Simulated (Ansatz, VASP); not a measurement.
This is a calculation of BN for VASP 6.6.1.

File run.py:

```python
from ase.calculators.vasp import Vasp
from ase.dft.bandgap import bandgap
from ase.spacegroup import crystal

atoms = crystal(
    ['N', 'B'],
    basis=[[0.6666666667, 0.3333333333, 0.25], [0.6666666667, 0.3333333333, 0.75]],
    spacegroup=194,
    setting=1,
    cellpar=[2.49824, 2.49824, 6.6357, 90.0, 90.0, 120.0],
    primitive_cell=True,
)
calc = Vasp(
    directory='calc',
    xc='pbe',
    pp='PBE',
    setups='minimal',
    prec='Accurate',
    encut=500,
    ediff=1e-06,
    ismear=0,
    sigma=0.02,
    lreal=False,
    lasph=True,
    nelm=80,
    algo='Fast',
    isif=2,
    lwave=False,
    lcharg=False,
    kpts=[12, 12, 4],
    gamma=True,
)
atoms.calc = calc

print('energy (eV):', atoms.get_potential_energy())
print('free energy (eV):', atoms.get_potential_energy(force_consistent=True))
print('forces (eV/A):')
print(atoms.get_forces())
print('stress (eV/A^3, Voigt):', atoms.get_stress())
print('Fermi level (eV):', calc.get_fermi_level())
gap, top, bottom = bandgap(calc)
print('band gap (eV):', gap, 'from (spin, k, band)', top, 'to', bottom)
```

Potentials or basis: VASP PAW PBE potentials, release 64 (N, B).

The run is started by

```bash
$ python run.py
```

Task: Set up the same calculation for Ansatz 0.2.0. Potentials there: Ansatz PAW.

Result: As run (the cutoff follows the program's own potentials):

input.yaml

```yaml
crystal:
  lattice:
    - [2.49824, 0.0, 0.0]
    - [-1.24912, 2.1635393048, 0.0]
    - [0.0, 0.0, 6.6357]
  atoms:
    - { symbol: "N", position: [0.6666666667, 0.3333333333, 0.25] }
    - { symbol: "N", position: [0.3333333333, 0.6666666667, 0.75] }
    - { symbol: B, position: [0.6666666667, 0.3333333333, 0.75] }
    - { symbol: B, position: [0.3333333333, 0.6666666667, 0.25] }
hamiltonian:
  xc: pbe
  pseudopotentials: { kind: paw }
kpoints:
  mp_grid: { grid: [12, 12, 4] }
scf:
  occupations: { method: gaussian, width: 0.02 }
output:
  forces: true
  stress: true
  eigenvalues: true
```

Potentials or basis: Ansatz PAW.

Run with:

```console
$ ansatz run input.yaml --threads 2 --pin off --max-ram 5632MiB --backend cpu --events-out ev --progress --plain --runs-dir out
```

Both were run:

|  | VASP | Ansatz | Ansatz less VASP |
| --- | --- | --- | --- |
| gap on the k mesh at the Fermi level (eV) | 4.29 | 4.29 | +0.007 |
| least direct gap on the mesh (eV) | 4.66 | 4.66 | +0.002 |
| pressure (GPa) | 5.1 | 5.1 | -0.05 |
| largest component of the traceless stress (GPa) | 2.34 | 2.09 | -0.252 |

Caveats: this functional lacks dispersion, which binds the layers, so the pressure and a relaxed spacing across them are unreliable; the pressure holds a Pulay correction of +0.6 GPa for the finite cutoff (Ansatz). A k mesh can miss the band edges.
